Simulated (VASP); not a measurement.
# BaO (Fm-3m) in VASP: a series of runs

The runs below take BaO through relaxation of cell and atoms, with RPBE, PBEsol.

Program: VASP 6.6.1. These are calculated values, not measurements. Logs are shortened: lines on timing, memory, paths and dates and some standing lists are left out, and cuts for length are marked.

## Step 1: Starting point

Symmetry: Fm-3m, No. 225, cubic system. The conventional cell has a = 5.679 Å, b = 5.679 Å, c = 5.679 Å, α = 90.00°, β = 90.00°, γ = 90.00°. Around Ba (site symmetry m-3m) lie 6 O at 2.84 Å. O (site symmetry m-3m) has 6 Ba at 2.84 Å as nearest neighbours.

## Step 2: Relaxation of cell and atoms, RPBE

INCAR reads:

```
  PREC = Accurate
  ENCUT = 600
  EDIFF = 1E-7
  ISMEAR = 0
  SIGMA = 0.03
  LREAL = F
  LASPH = T
  NELM = 80
  ALGO = Normal
  ISIF = 3
  LWAVE = F
  LCHARG = F
  GGA = RP
  IBRION = 2
  NSW = 90
  EDIFFG = -0.005
```

KPOINTS reads:

```
Automatic mesh
0
Gamma
  8 8 8
```

POSCAR reads:

```
BaO                                     
1.0
    0.0000000000      2.8397361992      2.8397361992
    2.8397361992     -0.0000000000      2.8397361992
    2.8397361992      2.8397361992      0.0000000000
  Ba              O             
     1     1
Direct
     0.0000000000000000    0.0000000000000000    0.0000000000000000
     0.5000000000000000    0.5000000000000000    0.5000000000000000
```

Potentials or basis: VASP PAW PBE potentials, release 64 (Ba_sv, O).

The run is started by

```sh
cat potpaw_PBE.64/Ba_sv/POTCAR potpaw_PBE.64/O/POTCAR > POTCAR
mpirun -np 1 vasp_std > vasp.out
```

OUTCAR:

```text
PREC = Accurate
   ENCUT = 600
   EDIFF = 1E-7
   ISMEAR = 0
   LREAL = F
   LASPH = T
   NELM = 80
   ISIF = 3
   GGA = RP
   IBRION = 2
   NSW = 90
   EDIFFG = -0.005

 ion  position               nearest neighbor table
   1  0.000  0.000  0.000-   2 2.84   2 2.84   2 2.84   2 2.84   2 2.84   2 2.84
   2  0.500  0.500  0.500-   1 2.84   1 2.84   1 2.84   1 2.84   1 2.84   1 2.84

  LATTYP: Found a face centered cubic cell.
 ALAT       =     5.6794723984

  Lattice vectors:

 A1 = (   0.0000000000,   2.8397361992,   2.8397361992)
 A2 = (   2.8397361992,   0.0000000000,   2.8397361992)
 A3 = (   2.8397361992,   2.8397361992,   0.0000000000)

Analysis of symmetry for initial positions (statically):
=====================================================================
 Subroutine PRICEL returns:
 Original cell was already a primitive cell.

 Routine SETGRP: Setting up the symmetry group for a
 face centered cubic supercell.

 Subroutine GETGRP returns: Found 48 space group operations
 (whereof 48 operations were pure point group operations)
 out of a pool of 48 trial point group operations.

The static configuration has the point symmetry O_h .

Analysis of symmetry for dynamics (positions and initial velocities):
=====================================================================
 Subroutine PRICEL returns:
 Original cell was already a primitive cell.

 Routine SETGRP: Setting up the symmetry group for a
 face centered cubic supercell.

 Subroutine GETGRP returns: Found 48 space group operations
 (whereof 48 operations were pure point group operations)
 out of a pool of 48 trial point group operations.

The dynamic configuration has the point symmetry O_h .

 Subroutine INISYM returns: Found 48 space group operations
 (whereof 48 operations are pure point group operations),
 and found     1 'primitive' translations

----------------------------------------------------------------------------------------

                                     Primitive cell

  volume of cell :      45.7998

  direct lattice vectors                    reciprocal lattice vectors
     0.000000000  2.839736199  2.839736199    -0.176072693  0.176072693  0.176072693
     2.839736199  0.000000000  2.839736199     0.176072693 -0.176072693  0.176072693
     2.839736199  2.839736199  0.000000000     0.176072693  0.176072693 -0.176072693

  length of vectors
     4.015993446  4.015993446  4.015993446     0.304966850  0.304966850  0.304966850

  position of ions in fractional coordinates (direct lattice)
     0.000000000  0.000000000  0.000000000
     0.500000000  0.500000000  0.500000000

  ion indices of the primitive-cell ions
   primitive index   ion index
                 1           1
                 2           2

----------------------------------------------------------------------------------------

 KPOINTS: Automatic mesh

Automatic generation of k-mesh.
 Grid dimensions read from file:
 generate k-points for:    8    8    8

 Generating k-lattice:

  Cartesian coordinates                     Fractional coordinates (reciprocal lattice)
    -0.022009087  0.022009087  0.022009087     0.125000000  0.000000000  0.000000000
     0.022009087 -0.022009087  0.022009087     0.000000000  0.125000000  0.000000000
     0.022009087  0.022009087 -0.022009087     0.000000000  0.000000000  0.125000000

  Length of vectors
     0.038120856  0.038120856  0.038120856

  Shift w.r.t. Gamma in fractional coordinates (k-lattice)
     0.000000000  0.000000000  0.000000000

 Subroutine IBZKPT returns following result:
 ===========================================

 Found     29 irreducible k-points:

 Following reciprocal coordinates:
            Coordinates               Weight
  0.000000  0.000000  0.000000      1.000000
  0.125000  0.000000  0.000000      8.000000
  0.250000  0.000000  0.000000      8.000000
  0.375000  0.000000  0.000000      8.000000
  0.500000  0.000000  0.000000      4.000000
  0.125000  0.125000  0.000000      6.000000
[... 16 lines left out ...]
  0.500000  0.250000  0.125000     48.000000
 -0.375000  0.250000  0.125000     24.000000
 [... further k-points ...]
   k-points           NKPTS =     29   k-points in BZ     NKDIM =     29   number of bands    NBANDS=     12
   number of dos      NEDOS =    301   number of ions     NIONS =      2
   total plane-waves  NPLWV =  32768
   dimension x,y,z NGX =    32 NGY =   32 NGZ =   32
   dimension x,y,z NGXF=    64 NGYF=   64 NGZF=   64
   ions per type =               1   1
   NGX,Y,Z   is equivalent  to a cutoff of  13.25, 13.25, 13.25 a.u.
   NGXF,Y,Z  is equivalent  to a cutoff of  26.49, 26.49, 26.49 a.u.
 SYSTEM =  unknown system
   PREC   = accura    normal or accurate (medium, high low for compatibility)
   ISTART =      0    job   : 0-new  1-cont  2-samecut
   ICHARG =      2    charge: 1-file 2-atom 10-const
   ISPIN  =      1    spin polarized calculation?
   LNONCOLLINEAR =      F non collinear calculations
   LSORBIT =      F    spin-orbit coupling
   LASPH  =      T    aspherical Exc in radial PAW
   ENCUT  =  600.0 eV  44.10 Ry    6.64 a.u.   8.02  8.02  8.02*2*pi/ulx,y,z
   NELM   =     80;   NELMIN=  2; NELMDL= -5     # of ELM steps
   EDIFF  = 0.1E-06   stopping-criterion for ELM
   LREAL  =      F    real-space projection
   EDIFFG = -.5E-02   stopping-criterion for IOM
   NSW    =     90    number of steps for IOM
   IBRION =      2    ionic relax: 0-MD 1-quasi-New 2-CG
   NFREE  =      1    steps in history (QN), initial steepest desc. (CG)
   ISIF   =      3    stress and relaxation
   ISYM   =      2    0-nonsym 1-usesym 2-fastsym
   POTIM  = 0.5000    time-step for ionic-motion
   TEBEG  =    0.0;   TEEND  =   0.0 temperature during run
   PSTRESS=    0.0 pullay stress
   NELECT =      16.0000    total number of electrons
   NUPDOWN=      -1.0000    fix difference up-down
   EMIN   =  10.00;   EMAX   =-10.00  energy-range for DOS
   EFERMI =   0.00;   METHOD = LEGACY
   ISMEAR =     0;   SIGMA  =   0.03  broadening in eV -4-tet -1-fermi 0-gaus
   EFERMI_NEDOS =   21; number of points for ismear=-14 and -15
   IALGO  =     38    algorithm
   IMIX   =      4    mixing-type and parameters
     AMIX     =   0.40;   BMIX     =  1.00
     AMIX_MAG =   1.60;   BMIX_MAG =  1.00
  volume/ion in A,a.u.               =      22.90       154.54
  Fermi-wavevector in a.u.,A,eV,Ry     =   1.152993  2.178842 18.087501  1.329394
  Thomas-Fermi vector in A             =   2.289641
   LORBIT       =      0    0 simple, 1 ext, 2 COOP (PROOUT), +10 PAW based schemes
   GGA     = RP    functional components
   LHFCALC =     F    Hartree Fock is set to
   AEXX    =    0.0000 exact exchange contribution
   IVDW    =     0    specifies the selected vdW correction
   LEPSILON=     F    determine dielectric tensor
   LRPA    =     F    only Hartree local field effects (RPA)
 conjugate gradient relaxation of ions
 non-spin polarized calculation
 Gauss-broadening in eV      SIGMA  =   0.03
  energy-cutoff  :      600.00
  volume of cell :       45.80
 maximum number of plane-waves:      1543
   NGX = 17   NGY = 17   NGZ = 17

 number of electron      16.0000004 magnetization

 Free energy of the ion-electron system (eV)
  ---------------------------------------------------
  ext. energy  EPLUGINS =         0.00000000
  ---------------------------------------------------
  free energy    TOTEN  =       -11.14342682 eV

  energy without entropy =      -11.14342682  energy(sigma->0) =      -11.14342682

 E-fermi :   1.7383     XC(G=0):  -9.0294

 val. band max:        1.5607584282   @ k =   0.5000   0.5000   0.0000
 cond. band min:       3.8703348993   @ k =   0.5000   0.5000   0.0000
 fundamental gap:      2.3095764711
 Fermi energy:         1.7383121661

 k-point     1 :       0.0000    0.0000    0.0000
  band No.  band energies     occupation
      1     -24.4658      2.00000
      2     -13.3380      2.00000
      3      -9.1328      2.00000
      4      -9.1328      2.00000
      5      -9.1328      2.00000
      6       1.4030      2.00000
      7       1.4030      2.00000
      8       1.4030      2.00000
      9       4.9895      0.00000
     10       6.3103      0.00000
     11       6.3103      0.00000
     12       6.3103      0.00000

 k-point     2 :       0.1250    0.0000    0.0000
  band No.  band energies     occupation
      1     -24.4401      2.00000
      2     -13.4185      2.00000
      3      -9.1626      2.00000
      4      -9.1481      2.00000
      5      -9.1481      2.00000
      6       1.0961      2.00000
      7       1.2303      2.00000
      8       1.2303      2.00000
      9       5.5867      0.00000
     10       6.2110      0.00000
     11       6.5722      0.00000
     12       6.5722      0.00000

 k-point     3 :       0.2500    0.0000    0.0000
  band No.  band energies     occupation
      1     -24.3770      2.00000
      2     -13.6130      2.00000
      3      -9.2297      2.00000
      4      -9.1842      2.00000
      5      -9.1842      2.00000
      6       0.5239      2.00000
      7       0.8590      2.00000
      8       0.8590      2.00000
      9       6.0985      0.00000
     10       7.1023      0.00000
     11       7.2754      0.00000
     12       7.2754      0.00000

 k-point     4 :       0.3750    0.0000    0.0000
  band No.  band energies     occupation
      1     -24.3123      2.00000
      2     -13.8079      2.00000
      3      -9.2909      2.00000
      4      -9.2194      2.00000
      5      -9.2194      2.00000
      6       0.0657      2.00000
      7       0.5353      2.00000
      8       0.5353      2.00000
      9       6.3248      0.00000
     10       8.1085      0.00000
     11       8.1085      0.00000
     12       8.7022      0.00000

 k-point     5 :       0.5000    0.0000    0.0000
  band No.  band energies     occupation
      1     -24.2850      2.00000
      2     -13.8886      2.00000
      3      -9.3146      2.00000
      4      -9.2337      2.00000
      5      -9.2337      2.00000
      6      -0.1046      2.00000
      7       0.4119      2.00000
      8       0.4119      2.00000
      9       6.4817      0.00000
     10       8.4987      0.00000
     11       8.4987      0.00000
     12       9.5157      0.00000
[... 228 lines left out ...]
      1     -24.2358      2.00000
      2     -13.4432      2.00000
      3     -10.2787      2.00000
      4      -9.5815      2.00000
      5      -9.5815      2.00000
      6       1.5080      2.00000
      7       1.5080      2.00000
      8       1.5608      2.00000
      9       3.8703      0.00000
     10       7.2728      0.00000
     11      10.0541      0.00000
     12      10.6877      0.00000

 k-point    22 :       0.3750    0.2500    0.1250
  band No.  band energies     occupation
      1     -24.3314      2.00000
      2     -13.6364      2.00000
      3      -9.4542      2.00000
      4      -9.3264      2.00000
      5      -9.2463      2.00000
      6       0.3900      2.00000
      7       0.8270      2.00000
      8       1.3158      2.00000
      9       5.3741      0.00000
     10       7.0605      0.00000
     11       8.0690      0.00000
     12       8.3167      0.00000

 k-point    23 :       0.5000    0.2500    0.1250
  band No.  band energies     occupation
      1     -24.2803      2.00000
      2     -13.7182      2.00000
      3      -9.5961      2.00000
      4      -9.5018      2.00000
      5      -9.2340      2.00000
      6       0.3933      2.00000
      7       0.6431      2.00000
      8       1.1572      2.00000
      9       5.8180      0.00000
     10       7.4316      0.00000
     11       8.6110      0.00000
     12       8.8224      0.00000

 k-point    24 :      -0.3750    0.2500    0.1250
  band No.  band energies     occupation
      1     -24.2589      2.00000
      2     -13.7525      2.00000
      3      -9.6164      2.00000
      4      -9.6102      2.00000
      5      -9.2290      2.00000
      6       0.3219      2.00000
      7       0.8239      2.00000
      8       0.8934      2.00000
      9       6.4396      0.00000
     10       7.0115      0.00000
     11       9.0059      0.00000
     12       9.1469      0.00000

 [... further k-points ...]

------------------------ aborting loop because EDIFF is reached ----------------------------------------

  FORCE on cell =-STRESS in cart. coord.  units (eV):
  Direction    XX          YY          ZZ          XY          YZ          ZX
  --------------------------------------------------------------------------------------
  -------------------------------------------------------------------------------------
  Total       -0.0042347     -0.0042347     -0.0042347      0.0000000     -0.0000000      0.0000000
  in kB       -0.1481374     -0.1481374     -0.1481374      0.0000000     -0.0000000      0.0000000
  external PRESSURE =      -0.1481374 kB  Pullay stress =       0.0000000 kB

 VOLUME and BASIS-vectors are now :
 -----------------------------------------------------------------------------
  energy-cutoff  :      600.00
  volume of cell :       45.80
      direct lattice vectors                 reciprocal lattice vectors
     0.000000000  2.839736199  2.839736199    -0.176072693  0.176072693  0.176072693
     2.839736199  0.000000000  2.839736199     0.176072693 -0.176072693  0.176072693
     2.839736199  2.839736199  0.000000000     0.176072693  0.176072693 -0.176072693

 POSITION                                       TOTAL-FORCE (eV/Angst)
 -----------------------------------------------------------------------------------
      0.00000      0.00000      0.00000        -0.000000     -0.000000     -0.000000
      2.83974      2.83974      2.83974         0.000000      0.000000      0.000000
 -----------------------------------------------------------------------------------
    total drift:                                0.000000     -0.000000      0.000000

  FREE ENERGIE OF THE ION-ELECTRON SYSTEM (eV)
  ---------------------------------------------------
  free  energy   TOTEN  =       -11.1434268158 eV

  energy  without entropy=      -11.1434268158  energy(sigma->0) =      -11.14342682

 reached required accuracy - stopping structural energy minimisation
```

It took 9.3 s on 1 thread of Intel Xeon 6975P-C (Granite Rapids), shared host; peak memory 0.18 GiB.

What came out:

```
Free energy             : -11.1434 eV
Pressure after relaxing : 0.0 GPa
Band gap on the k mesh  : 2.31 eV, direct
```

Final structure:
```cif
data_structure
_symmetry_space_group_name_H-M 'P 1'
_symmetry_Int_Tables_number 1
_cell_length_a 4.0160
_cell_length_b 4.0160
_cell_length_c 4.0160
_cell_angle_alpha 60.000
_cell_angle_beta 60.000
_cell_angle_gamma 60.000
_cell_volume 45.80
loop_
_atom_site_label
_atom_site_type_symbol
_atom_site_fract_x
_atom_site_fract_y
_atom_site_fract_z
_atom_site_occupancy
Ba1 Ba 0.00000 0.00000 0.00000 1
O1 O 0.50000 0.50000 0.50000 1
```

Caveat: the relaxation stopped at its first step, so nothing moved; the PAW data sets were made with another functional, which shifts forces and pressure a little; spin-orbit coupling is left out, which moves the levels of the heavy elements. As with any semilocal functional, this RPBE gap is likely too small.

[end of part 1 of 2]
